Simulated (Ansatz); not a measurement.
# InAs (F-43m) in Ansatz: further runs

One crystal, InAs, is run at these levels: PBE; tasks: single point.

Everything below comes from runs of Ansatz 0.2.0. Logs are shortened: lines on timing, memory, paths and dates and some standing lists are left out, and cuts for length are marked.

**The experiment to reproduce.**

A printed reference work, data compilation reports, for a bulk crystal of InAs at 4.2 K: band gap 0.418 eV (direct).

The results are compared with them further down.

## 1. Starting point

It takes space group F-43m (No. 216, cubic). The conventional cell has a = 6.036 Å, b = 6.036 Å, c = 6.036 Å, α = 90.00°, β = 90.00°, γ = 90.00°. In (site symmetry -43m) has 4 As at 2.61 Å as nearest neighbours. As (site symmetry -43m) has 4 In at 2.61 Å as nearest neighbours.

## 2. Single point, PBE

Contents of input.yaml:

```yaml
crystal:
  lattice:
    - [0.0, 3.018, 3.018]
    - [3.018, 0.0, 3.018]
    - [3.018, 3.018, 0.0]
  atoms:
    - { symbol: In, position: [0.0, 0.0, 0.0] }
    - { symbol: As, position: [0.75, 0.75, 0.75] }
hamiltonian:
  xc: pbe
  pseudopotentials: { kind: paw }
kpoints:
  mp_grid: { grid: [8, 8, 8] }
scf:
  occupations: { method: gaussian, width: 0.018 }
output:
  forces: true
  stress: true
  eigenvalues: true
  write_density: true
  write_potential: true
  elf: true
  volumetric_format: npy
```

Potentials or basis: Ansatz PAW.

The run is started by

```
> ansatz run input.yaml --threads 2 --pin off --max-ram 5632MiB --backend cpu --events-out ev --progress --plain --runs-dir out
```

The log of the run:

```text
Warning: RAYON_NUM_THREADS=2 ignored (pool sized by the plan → 2); use --threads N
Engine: ansatz 0.2.0, x86_64-unknown-linux-gnu
Pseudopotentials: kind: paw
Pseudopotential: In, paw, valence charge 13, recommended cutoff 420 eV (normal), In.paw.azcp
Pseudopotential: As, paw, valence charge 15, recommended cutoff 420 eV (normal), As.paw.azcp
Functional definition: PBE
  parameter kappa = 0.804
  parameter beta = 0.06672455060314922
  exchange = pbe_x(kappa = kappa, mu = beta*pi^2/3)
  correlation = pbe_c(beta = beta)
Crystal: 2 atoms, lattice volume = 54.978 Å³
Basis set: ecut = 420 eV, 1067 PW (Γ), exchange–correlation on 60×60×60 points (8 copies of the dense FFT grid, shifted against one another)
Bands: 18, of which v1, the nominal top of the filled ones, is band 14 counted from 1 (13 counted from 0)
Symmetry: 24 space group operations
Space group: F-43m (ITA 216), of the structure as read, at distance tolerance 3.8e-5 Å
k-points: 29 of 512 (time reversal used)
Non-local potential: In, projectors of the file, l = 0: 2, l = 1: 2, l = 2: 2, l = 3: 2
Non-local potential: As, projectors of the file, l = 0: 2, l = 1: 2, l = 2: 3, l = 3: 1
PAW form: soft (Blöchl's): semilocal exchange-correlation on the pseudo side does not see the compensation charge
PAW one-centre angular grid: In, 590 points (default); XC on 64 Gauss nodes
PAW one-centre angular grid: As, 590 points (default); XC on 64 Gauss nodes
Initial density: superposition of atomic densities (neutral atoms: chi_scale 0, normalization atom), corrected by the library's trained network
Initial wavefunctions: pseudopotential atomic-orbital guess
Functional: x = pbe(κ = 0.804, μ = 0.2195149727645171), c = pbe(β = 0.06672455060314922)
SCF iter   1: F=—  HF=-10454.415915 eV  |F-HF|=—  |Δ(HF+E_count)|=         —  Δρ=2.35e-3  dr2=6.53e-3  ethr=1.77e-3  ⟨swp⟩=6.1  Hψ=2553  notcnv=0
preconditioner: auto → none  [insulator: Δε(μ)=0.941 eV  Ē_g=14.778 eV  σ=0.018 eV  W_gap=0.67  n_scr=14 (ndim 8)  ℏωp=21.2 eV  f_vac=0.106  D(μ)=0.33/eV (n_scr^D=0)  ε∞_Penn≈3.1]
SCF iter   2: F=—  HF=-10454.413099 eV  |F-HF|=—  |Δ(HF+E_count)|=   2.82e-3  Δρ=9.80e-4  dr2=5.39e-4  ethr=2.33e-5  ⟨swp⟩=2.6  Hψ=1148  notcnv=0
SCF iter   3: F=—  HF=-10454.412989 eV  |F-HF|=—  |Δ(HF+E_count)|=   1.10e-4  Δρ=2.84e-4  dr2=5.12e-5  ethr=1.92e-6  ⟨swp⟩=2.0  Hψ=887  notcnv=0
SCF iter   4: F=—  HF=-10454.413024 eV  |F-HF|=—  |Δ(HF+E_count)|=   3.56e-5  Δρ=1.03e-4  dr2=6.02e-6  ethr=1.83e-7  ⟨swp⟩=2.0  Hψ=638  notcnv=0
SCF iter   5: F=—  HF=-10454.413032 eV  |F-HF|=—  |Δ(HF+E_count)|=   8.26e-6  Δρ=3.12e-5  dr2=5.96e-7  ethr=2.15e-8  ⟨swp⟩=2.0  Hψ=929  notcnv=0
SCF iter   6: F=-10454.413032 eV  HF=-10454.413032 eV  |F-HF|=3.97e-9  |Δ(HF+E_count)|=   9.30e-8  Δρ=4.64e-6  dr2=9.21e-9  ethr=3.57e-10  ⟨swp⟩=9.7  Hψ=3892  notcnv=0
SCF 1 converged in 6 iterations: F = -10454.413032 eV  dr2 = 9.21e-9
  Residual-converged pass: ⟨swp⟩=1.0  Hψ=639  notcnv=0  max |occ|·‖R‖ = 7.1e-9 eV (tolerance 1.0e-8 eV)  dr2=9.21e-9  dr2_onsite=2.89e-8  max |Δocc| = 5.2e-11
SCF converged after 6 iterations
Free energy (F): -10454.413032 eV
Harris-Foulkes:  -10454.413032 eV  (|F-HF|=3.97e-9)
Internal energy: -10454.412978 eV  (E = F + TS)
E sigma→0 (E₀):  -10454.413005 eV
Entropy (-TS):   -0.000054 eV (-0.027 meV/atom)
Fermi energy:    7.927541 eV
--- Per-component energies (eV) ---
  E_band       = -309.881788
  E_kinetic    = 347.392320
  E_local      = -3267.659858  (includes V_loc(G=0)·N_el)
  E_nonlocal   = -303.267014
  E_hartree    = 1582.485607
  E_xc         = -294.805807
  E_vxc        = -178.993057  (∫ρ·V_xc dr)
  E_paw        = -5990.758844  (= ΣΔE_a)
  E_vpaw       = -72.330280  (= ΣTr[D̂ρ^β])
  E_aug_tail   = 0.000035  (compensation charges beyond the density's cutoff)
  E_ewald      = -2527.799418
  E_smearing   = -0.000054  (= −TS)
  E_closure    = 0.000000  (closes the sum)
  Σ components = -10454.413032   (vs F -10454.413032, Δ=0.00e0)
--- Forces (eV/Å), atoms counted from 1 ---
  atom   1  In    -0.00000000     0.00000000     0.00000000
  atom   2  As     0.00000000     0.00000000    -0.00000000
  max |Σ_I F_I| component: 1.99e-16 eV/Å
--- Stress (GPa, compression-positive) ---
        4.292024       0.000000      -0.000000
        0.000000       4.292024       0.000000
        0.000000       0.000000       4.292024
  P = ⅓ Tr σ = 4.2920 GPa (42.920 kbar)
--- Band table (eV; the first three rows and the last of 29) ---
  k-point 0: bands = ["-27.0528", "-27.0528", "-27.0528", "-27.0447", "-27.0447", "-6.4759", "-6.4759", "-6.4759", "-6.3479", "-6.3479", "-3.9771", "7.7517", "7.9221", "7.9221", "7.9221", "11.8424", "11.8424", "11.8424"]
  k-point 1: bands = ["-27.0528", "-27.0528", "-27.0528", "-27.0447", "-27.0447", "-6.4967", "-6.4699", "-6.4699", "-6.3480", "-6.3480", "-3.8140", "6.0425", "7.7286", "7.7286", "9.0419", "11.9983", "12.1243", "12.1243"]
  k-point 2: bands = ["-27.0528", "-27.0527", "-27.0527", "-27.0447", "-27.0447", "-6.5434", "-6.4570", "-6.4570", "-6.3467", "-6.3467", "-3.3673", "4.2190", "7.3476", "7.3476", "9.1850", "12.5596", "12.5596", "13.1050"]
  k-point 28: bands = ["-27.0528", "-27.0528", "-27.0523", "-27.0447", "-27.0444", "-6.6394", "-6.4244", "-6.4001", "-6.3636", "-6.3398", "-1.8933", "2.2131", "4.9524", "5.0343", "12.1613", "12.2211", "12.9436", "14.0176"]
```

It took 0.69 s on 2 threads of AMD EPYC 9R45 (Zen 5), shared host; peak memory 0.41 GiB.

What came out:

```
Free energy            : -10454.4130 eV
Pressure               : 4.3 GPa
Band gap on the k mesh : none (metal or under the smearing width)
```

Caveat: this crystal is a semiconductor, whose small gap the functional closes, so the metal is an error of the method.

## 3. Single point, PBE

Edit input.yaml of step 2 so:

```diff
@@ -14,3 +14,3 @@
 scf:
-  occupations: { method: gaussian, width: 0.018 }
+  occupations: { method: gaussian, width: 0.019 }
 output:
@@ -19,5 +19 @@
   eigenvalues: true
-  write_density: true
-  write_potential: true
-  elf: true
-  volumetric_format: npy
```

Potentials or basis: Ansatz PAW.

The run is started by

```
> ansatz run input.yaml --threads 2 --pin off --max-ram 5632MiB --backend cpu --events-out ev --progress --plain --runs-dir out
```

Run time: 0.51 s. Hardware: 2 threads of AMD EPYC 9R45 (Zen 5), shared host; peak memory 0.4 GiB.

The run converged. Its results:

| Property | Result |
| --- | --- |
| Free energy | -10454.4130 eV |
| Pressure | 4.3 GPa |
| Band gap on the k mesh | none (metal or under the smearing width) |

Levels at points of the mesh, in eV from the Fermi level:
```
             k point  band 12  band 13  band 14  band 15  band 16  band 17
  (0.00, 0.00, 0.00)    -0.18    -0.01    -0.01    -0.01     3.91     3.91
 (0.00, 0.00, -0.50)    -5.79    -1.00    -1.00     0.97     4.69     4.69
(0.00, -0.50, -0.50)    -5.86    -2.34    -2.34     1.54     2.06     9.21
```

Caveat: this crystal is a semiconductor, whose small gap the functional closes, so the metal is an error of the method.

## 4. Single point, PBE

Edit input.yaml of step 3 so:

```diff
@@ -14,3 +14,3 @@
 scf:
-  occupations: { method: gaussian, width: 0.019 }
+  occupations: { method: gaussian, width: 0.02 }
 output:
@@ -19 +19,5 @@
   eigenvalues: true
+  write_density: true
+  write_potential: true
+  elf: true
+  volumetric_format: npy
```

Potentials or basis: Ansatz PAW.

The run is started by

```
> ansatz run input.yaml --threads 2 --pin off --max-ram 5632MiB --backend cpu --events-out ev --progress --plain --runs-dir out
```

The log of the run:

```text
Warning: RAYON_NUM_THREADS=2 ignored (pool sized by the plan → 2); use --threads N
[... 9 set-up lines as earlier in the session ...]
Crystal: 2 atoms, lattice volume = 54.978 Å³
Basis set: ecut = 420 eV, 1067 PW (Γ), exchange–correlation on 60×60×60 points (8 copies of the dense FFT grid, shifted against one another)
Bands: 18, of which v1, the nominal top of the filled ones, is band 14 counted from 1 (13 counted from 0)
[... 2 set-up lines as earlier in the session ...]
k-points: 29 of 512 (time reversal used)
[... 8 set-up lines as earlier in the session ...]
SCF iter   1: F=—  HF=-10454.415921 eV  |F-HF|=—  |Δ(HF+E_count)|=         —  Δρ=2.35e-3  dr2=6.53e-3  ethr=1.77e-3  ⟨swp⟩=6.1  Hψ=2552  notcnv=0
preconditioner: auto → none  [insulator: Δε(μ)=0.941 eV  Ē_g=14.778 eV  σ=0.020 eV  W_gap=0.67  n_scr=14 (ndim 8)  ℏωp=21.2 eV  f_vac=0.106  D(μ)=0.30/eV (n_scr^D=0)  ε∞_Penn≈3.1]
SCF iter   2: F=—  HF=-10454.413105 eV  |F-HF|=—  |Δ(HF+E_count)|=   2.82e-3  Δρ=9.80e-4  dr2=5.39e-4  ethr=2.33e-5  ⟨swp⟩=2.2  Hψ=1138  notcnv=0
SCF iter   3: F=—  HF=-10454.412994 eV  |F-HF|=—  |Δ(HF+E_count)|=   1.11e-4  Δρ=2.84e-4  dr2=5.12e-5  ethr=1.92e-6  ⟨swp⟩=2.0  Hψ=794  notcnv=0
SCF iter   4: F=—  HF=-10454.413030 eV  |F-HF|=—  |Δ(HF+E_count)|=   3.60e-5  Δρ=1.03e-4  dr2=6.02e-6  ethr=1.83e-7  ⟨swp⟩=2.0  Hψ=638  notcnv=0
SCF iter   5: F=—  HF=-10454.413038 eV  |F-HF|=—  |Δ(HF+E_count)|=   8.26e-6  Δρ=3.12e-5  dr2=5.96e-7  ethr=2.15e-8  ⟨swp⟩=2.0  Hψ=929  notcnv=0
SCF iter   6: F=-10454.413038 eV  HF=-10454.413038 eV  |F-HF|=3.97e-9  |Δ(HF+E_count)|=   9.26e-8  Δρ=4.64e-6  dr2=9.21e-9  ethr=3.57e-10  ⟨swp⟩=9.6  Hψ=3899  notcnv=0
SCF 1 converged in 6 iterations: F = -10454.413038 eV  dr2 = 9.21e-9
  Residual-converged pass: ⟨swp⟩=1.1  Hψ=640  notcnv=0  max |occ|·‖R‖ = 7.0e-9 eV (tolerance 1.0e-8 eV)  dr2=9.21e-9  dr2_onsite=2.89e-8  max |Δocc| = 2.6e-10
SCF converged after 6 iterations
Free energy (F): -10454.413038 eV
Harris-Foulkes:  -10454.413038 eV  (|F-HF|=3.97e-9)
Internal energy: -10454.412978 eV  (E = F + TS)
E sigma→0 (E₀):  -10454.413008 eV
Entropy (-TS):   -0.000060 eV (-0.030 meV/atom)
Fermi energy:    7.928151 eV
--- Per-component energies (eV) ---
  E_band       = -309.881789
  E_kinetic    = 347.392320
  E_local      = -3267.659858  (includes V_loc(G=0)·N_el)
  E_nonlocal   = -303.267014
  E_hartree    = 1582.485608
  E_xc         = -294.805807
  E_vxc        = -178.993057  (∫ρ·V_xc dr)
  E_paw        = -5990.758844  (= ΣΔE_a)
  E_vpaw       = -72.330280  (= ΣTr[D̂ρ^β])
  E_aug_tail   = 0.000035  (compensation charges beyond the density's cutoff)
  E_ewald      = -2527.799418
  E_smearing   = -0.000060  (= −TS)
  E_closure    = -0.000000  (closes the sum)
  Σ components = -10454.413038   (vs F -10454.413038, Δ=0.00e0)
--- Forces (eV/Å), atoms counted from 1 ---
  atom   1  In    -0.00000000     0.00000000     0.00000000
  atom   2  As     0.00000000     0.00000000     0.00000000
  max |Σ_I F_I| component: 2.04e-16 eV/Å
--- Stress (GPa, compression-positive) ---
        4.292024       0.000000       0.000000
       -0.000000       4.292024       0.000000
       -0.000000       0.000000       4.292024
  P = ⅓ Tr σ = 4.2920 GPa (42.920 kbar)
--- Band table (eV; the first three rows and the last of 29) ---
  k-point 0: bands = ["-27.0528", "-27.0528", "-27.0528", "-27.0447", "-27.0447", "-6.4759", "-6.4759", "-6.4759", "-6.3479", "-6.3479", "-3.9771", "7.7517", "7.9221", "7.9221", "7.9221", "11.8424", "11.8424", "11.8424"]
  k-point 1: bands = ["-27.0528", "-27.0528", "-27.0528", "-27.0447", "-27.0447", "-6.4967", "-6.4699", "-6.4699", "-6.3480", "-6.3480", "-3.8140", "6.0425", "7.7286", "7.7286", "9.0419", "11.9983", "12.1243", "12.1243"]
  k-point 2: bands = ["-27.0528", "-27.0527", "-27.0527", "-27.0447", "-27.0447", "-6.5434", "-6.4570", "-6.4570", "-6.3467", "-6.3467", "-3.3673", "4.2190", "7.3476", "7.3476", "9.1850", "12.5596", "12.5596", "13.1050"]
  k-point 28: bands = ["-27.0528", "-27.0528", "-27.0523", "-27.0447", "-27.0444", "-6.6394", "-6.4244", "-6.4001", "-6.3636", "-6.3398", "-1.8933", "2.2131", "4.9524", "5.0343", "12.1613", "12.2211", "12.9436", "14.0176"]
```

Run time: 0.67 s. Hardware: 2 threads of AMD EPYC 9R45 (Zen 5), shared host; peak memory 0.42 GiB.

Results:

- Free energy: -10454.4130 eV
- Pressure: 4.3 GPa
- Band gap on the k mesh: none (metal or under the smearing width)

Levels at points of the mesh, in eV from the Fermi level:
| k point | band 11 | band 12 | band 13 | band 14 | band 15 | band 16 | band 17 | band 18 |
| --- | --- | --- | --- | --- | --- | --- | --- | --- |
| (0.00, 0.00, 0.00) | -11.91 | -0.18 | -0.01 | -0.01 | -0.01 | 3.91 | 3.91 | 3.91 |
| (0.00, 0.00, -0.50) | -10.42 | -5.79 | -1.00 | -1.00 | 0.97 | 4.69 | 4.69 | 6.86 |
| (0.00, -0.50, -0.50) | -9.87 | -5.86 | -2.34 | -2.34 | 1.54 | 2.06 | 9.21 | 9.31 |

Caveat: this crystal is a semiconductor, whose small gap the functional closes, so the metal is an error of the method.

## 5. Single point, PBE

Edit input.yaml of step 4 so:

```diff
@@ -14,3 +14,3 @@
 scf:
-  occupations: { method: gaussian, width: 0.02 }
+  occupations: { method: gaussian, width: 0.021 }
 output:
```

The run is started by

```
> ansatz run input.yaml --threads 2 --pin off --max-ram 5632MiB --backend cpu --events-out ev --progress --plain --runs-dir out
```

Run time: 0.67 s. Hardware: 2 threads of AMD EPYC 9R45 (Zen 5), shared host; peak memory 0.42 GiB.

Results (log left out):

```
Free energy            : -10454.4130 eV
Pressure               : 4.3 GPa
Band gap on the k mesh : none (metal or under the smearing width)
```

Levels at points of the mesh, in eV from the Fermi level:
```csv
k point,band 11,band 12,band 13,band 14,band 15,band 16,band 17,band 18
"(0.00, 0.00, 0.00)",-11.91,-0.18,-0.01,-0.01,-0.01,3.91,3.91,3.91
"(0.00, 0.00, -0.50)",-10.42,-5.79,-1.00,-1.00,0.97,4.68,4.68,6.86
"(0.00, -0.50, -0.50)",-9.87,-5.86,-2.34,-2.34,1.54,2.06,9.21,9.31
```

Caveat: this crystal is a semiconductor, whose small gap the functional closes, so the metal is an error of the method.

## 6. Single point, PBE

Edit input.yaml of step 5 so:

```diff
@@ -14,3 +14,3 @@
 scf:
-  occupations: { method: gaussian, width: 0.021 }
+  occupations: { method: gaussian, width: 0.022 }
 output:
```

Potentials or basis: Ansatz PAW.

The run is started by

```
> ansatz run input.yaml --threads 2 --pin off --max-ram 5632MiB --backend cpu --events-out ev --progress --plain --runs-dir out
```

Run time: 0.71 s. Hardware: 2 threads of AMD EPYC 9R45 (Zen 5), shared host; peak memory 0.42 GiB.

The run converged. Its results:

```yaml
Free_energy: -10454.4130 eV
Pressure: 4.3 GPa
Band_gap_on_the_k_mesh: none (metal or under the smearing width)
```

Levels at points of the mesh, in eV from the Fermi level:
```tsv
k point	band 11	band 12	band 13	band 14	band 15	band 16	band 17	band 18
(0.00, 0.00, 0.00)	-11.91	-0.18	-0.01	-0.01	-0.01	3.91	3.91	3.91
(0.00, 0.00, -0.50)	-10.42	-5.79	-1.00	-1.00	0.97	4.68	4.68	6.86
(0.00, -0.50, -0.50)	-9.87	-5.86	-2.34	-2.34	1.54	2.06	9.21	9.31
```

Caveat: this crystal is a semiconductor, whose small gap the functional closes, so the metal is an error of the method.

## 7. The runs side by side

```tsv
smearing	gap on the mesh (eV)	pressure (GPa)
gaussian 0.018 eV	none	4.3
gaussian 0.019 eV	none	4.3
gaussian 0.02 eV	none	4.3
gaussian 0.021 eV	none	4.3
gaussian 0.022 eV	none	4.3
```

Alike in all rows: task single point; level PBE; potentials or basis Ansatz PAW; no spin polarisation; cell as given; k mesh 8 × 8 × 8; cutoff (eV) 420.

Every run on the cell as given and a fine mesh finds a metal.

Caveats: this crystal is a semiconductor, whose small gap the functional closes, so the metal is an error of the method.

Absolute energies hang on the potentials; compare differences alone.

## 8. How close it comes

Step 2. Measured gap of InAs: 0.418 eV (direct; 4.2 K; a printed reference work, data compilation). This calculation gives 0.00 eV (-0.42 eV). Spin-orbit coupling on As, In is left out. The value is that of PBE on a finite k mesh, which can miss the band edges, without temperature or zero-point motion. Semilocal functionals fall short of measured gaps as a rule.

Step 3. Measured gap of InAs: 0.418 eV (direct; 4.2 K; a printed reference work, data compilation). This calculation gives 0.00 eV (-0.42 eV). Spin-orbit coupling on As, In is left out. The value is that of PBE on a finite k mesh, which can miss the band edges, without temperature or zero-point motion. Semilocal functionals fall short of measured gaps as a rule.

Step 4. A measured gap of InAs is 0.418 eV (direct; 4.2 K; a printed reference work, data compilation); the calculated 0.00 eV misses it by -0.42 eV. Spin-orbit coupling on As, In is left out. The value is that of PBE on a finite k mesh, which can miss the band edges, without temperature or zero-point motion. Semilocal functionals fall short of measured gaps as a rule.

Step 5. Measured gap of InAs: 0.418 eV (direct; 4.2 K; a printed reference work, data compilation). This calculation gives 0.00 eV (-0.42 eV). Spin-orbit coupling on As, In is left out. The value is that of PBE on a finite k mesh, which can miss the band edges, without temperature or zero-point motion. Semilocal functionals fall short of measured gaps as a rule.

Step 6. Against the measured gap of InAs, 0.418 eV (direct; 4.2 K; a printed reference work, data compilation), the calculated 0.00 eV is off by -0.42 eV. Spin-orbit coupling on As, In is left out. The value is that of PBE on a finite k mesh, which can miss the band edges, without temperature or zero-point motion. Semilocal functionals fall short of measured gaps as a rule.
